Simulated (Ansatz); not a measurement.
Runs of Ansatz 0.2.0 on BN. It takes space group F-43m (No. 216, cubic). Conventional cell: a = 3.626 Å, b = 3.626 Å, c = 3.626 Å, α = 90.00°, β = 90.00°, γ = 90.00°. Around N (site symmetry -43m) lie 4 B at 1.57 Å. B (site symmetry -43m) is surrounded by 4 N at 1.57 Å. The cell is a database's computed one.

```csv
task,level,spin,cell,k mesh,cutoff (eV),smearing,basis error allowed,mesh quality,gap on the mesh (eV),pressure (GPa),relaxed volume (Å³/atom)
relaxation of cell and atoms,PBE+D4,off,relaxed,13 × 13 × 13,-,fermi-dirac 0.05 eV,0.001 eV/atom,not flagged,(a),0.0,5.87
elastic constants,LDA,off,as given,10 × 10 × 10,476,fermi-dirac 0.05 eV,0.001 eV/atom,not flagged,4.34,-14.1,-
elastic constants,PBE,off,as given,10 × 10 × 10,474,fermi-dirac 0.05 eV,0.001 eV/atom,not flagged,4.46,-0.4,-
single point,PBE,off,as given,5 × 5 × 5,370,fermi-dirac 0.03 eV,0.004 eV/atom,coarse,4.93,-0.2,-
single point,PBE,off,as given,13 × 13 × 13,446,gaussian 0.017 eV,0.001 eV/atom,not flagged,(b),-0.4,-
relaxation of cell and atoms,revPBE+D3(BJ),off,relaxed,13 × 13 × 13,-,fermi-dirac 0.05 eV,0.001 eV/atom,not flagged,4.58,0.0,(c)
band structure,LDA,"non-collinear, ferromagnetic start",as given,10 × 10 × 10,448,gaussian 0.1 eV,0.001 eV/atom,not flagged,4.34,-14.1,-
```

Alike in all rows: potentials or basis all-electron LAPW, scalar-relativistic.

Q: Fill in the values left out.

A: (a) 4.55; (b) 4.53; (c) 5.84.

Caveats: some runs use coarse meshes; an odd mesh through Γ misses points on the zone boundary, where band edges often lie (some runs); the cell is more than 3 GPa from zero pressure, which shifts response properties (some runs); the starting moments weren't kept (some runs).
